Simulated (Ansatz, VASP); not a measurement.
## Two plane-wave programs on Tl

```
CELL_PARAMETERS angstrom
3.43425 -0.11988 0.09432
-1.32879 3.18628 -0.12945
-0.82134 -1.63706 2.92143
ATOMIC_POSITIONS crystal
Tl 0.00000 0.50000 0.00000
```

Alike in both runs: functional PBE; k mesh 6 × 6 × 6; occupations gaussian, width 0.1 eV; no spin polarisation.

Ansatz relaxed the structure, and its values are those at the end. VASP's run is a single point on that final structure, the one shown.

|  | VASP | Ansatz |
| --- | --- | --- |
| version | VASP 6.6.1 | Ansatz 0.2.0 |
| potentials or method | VASP PAW PBE potentials, release 64 (Tl_d) | scalar-relativistic, plane waves, PAW |
| plane-wave cutoff (eV) | 520 | 420 |
| valence electrons in the cell | 13 | 13 |

|  | VASP | Ansatz | Ansatz less VASP |
| --- | --- | --- | --- |
| gap on the k mesh at the Fermi level (eV) | none | none | - |
| pressure (GPa) | -0.1 | -0.1 | +0.06 |

A gap of «none» marks a metal or a gap that the smearing closes. The functional is the same, so the differences come from potentials, cutoffs and numerics.

Caveats: the k mesh is coarse (spacing up to 0.39 Å⁻¹), so the values aren't converged. Spin-orbit coupling is left out, which matters for the levels of Tl.
